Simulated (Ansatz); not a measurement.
# B12N11: the cost of one run

Method: DFT PBE+D3(BJ), scalar-relativistic, plane waves, PAW, in Ansatz 0.2.0.

2 further runs of the same task are left out: 2 set aside as unsound or not needed. Runs told in other sessions of the task aren't counted.

### 1 The structure to begin with

The structure is trigonal, space group R3m (No. 160). The conventional cell has a = 2.506 Å, b = 2.506 Å, c = 9.885 Å, α = 90.00°, β = 90.00°, γ = 120.00°. B (site symmetry 3m) is surrounded by 3 N at 1.45 Å. N (site symmetry 3m) is surrounded by 3 B at 1.45 Å.

Coordinates:

```
CELL_PARAMETERS angstrom
1.25306 0.72345 3.29487
-1.25306 0.72345 3.29487
0.00000 -1.44691 3.29487
ATOMIC_POSITIONS crystal
B 0.99970 0.99970 0.99970
N 0.33274 0.33274 0.33274
```

It goes back to an entry of the Materials Project, which need not be the stable form.

This cell was relaxed beforehand with the same method: volume 8.96 Å³/atom, gap on the mesh 4.24 eV.

Reference energy of this cell: -542.6869 eV (2 atoms, 12×12×12 mesh, zero smearing).

### 2 Next cell: 1 of 12 N atoms taken out at random

From a supercell with 12 N sites, 1 are emptied at random; the cell stays neutral and all atoms are shaken by 0.02 Å.

The cell holds 12 B, 11 N: a = 6.170 Å, b = 6.170 Å, c = 6.747 Å, α = 66.68°, β = 66.68°, γ = 75.07°.

### 3 Relaxation without symmetry, coarse mesh

Cell and atoms move without symmetry, on a coarse mesh with loose thresholds.

Input file input.yaml:

```yaml
crystal:
  lattice:
    - [-3.759170194, 3.6172632057, -3.294871001]
    - [3.759170194, 3.6172632057, -3.294871001]
    - [0.0, -1.4469052822, -6.589742002]
  atoms:
    - { symbol: B, position: [0.1651664875, 0.8343857637, 0.5043673009] }
    - { symbol: B, position: [0.5829973403, 0.9130272012, 0.2527950665] }
    - { symbol: B, position: [0.8337688481, 0.168049755, 0.4963399951] }
    - { symbol: B, position: [0.4973086864, 0.5007608412, 0.4952456822] }
    - { symbol: B, position: [0.2520699081, 0.2428064324, 0.2500805038] }
    - { symbol: B, position: [0.9990831681, 0.9946662237, 0.0013119553] }
    - { symbol: B, position: [0.7525275668, 0.7500857991, 0.7500235637] }
    - { symbol: B, position: [0.6634867496, 0.3275969662, 0.9966549408] }
    - { symbol: B, position: [0.4156181349, 0.0770900275, 0.7572880201] }
    - { symbol: B, position: [0.9103610444, 0.5791716639, 0.2485002425] }
    - { symbol: B, position: [0.334995131, 0.6681202951, 0.0045102372] }
    - { symbol: B, position: [0.0808664458, 0.4136548993, 0.7519136499] }
    - { symbol: "N", position: [0.3353101728, 0.9984479778, 0.3346565928] }
    - { symbol: "N", position: [0.7495587304, 0.0817989344, 0.084444781] }
    - { symbol: "N", position: [0.9972745811, 0.3395162774, 0.3346133232] }
    - { symbol: "N", position: [0.6765352718, 0.6698554563, 0.3297343241] }
    - { symbol: "N", position: [0.4179041518, 0.4186714082, 0.0831703868] }
    - { symbol: "N", position: [0.1675032815, 0.1665647347, 0.8330228135] }
    - { symbol: "N", position: [0.9136143448, 0.9182983367, 0.5899620393] }
    - { symbol: "N", position: [0.8346738221, 0.4988958853, 0.8320640731] }
    - { symbol: "N", position: [0.5846298728, 0.2540262791, 0.585606504] }
    - { symbol: "N", position: [0.5035544916, 0.8334605665, 0.8350810142] }
    - { symbol: "N", position: [0.2477833447, 0.580000079, 0.5895231295] }
  symmetry: { detect: false }
basis:
  ecutwfc: 420
kpoints:
  mp_grid: { grid: [3, 3, 2], shift: [0.0, 0.0, 0.5] }
hamiltonian:
  xc: pbe
  dispersion: d3bj
scf:
  occupations: { method: gaussian, width: 0.1 }
  lower_state_search: "off"
output:
  forces: true
  stress: true
  eigenvalues: true
relax:
  adjacent_minimum: "off"
  f_tol: 0.04
  max_steps: 50
  cell: { stress_tol: 0.3 }
```

Run with:

```
ansatz run input.yaml --threads 4 --pin off --max-ram 9216MiB --backend cpu --events-out ev --progress --plain --runs-dir out
```

Q: Estimate wall time and peak memory on 4 threads of Intel Xeon Platinum 8488C (Sapphire Rapids), shared host.

About 24 s, with a peak of 0.69 GiB.
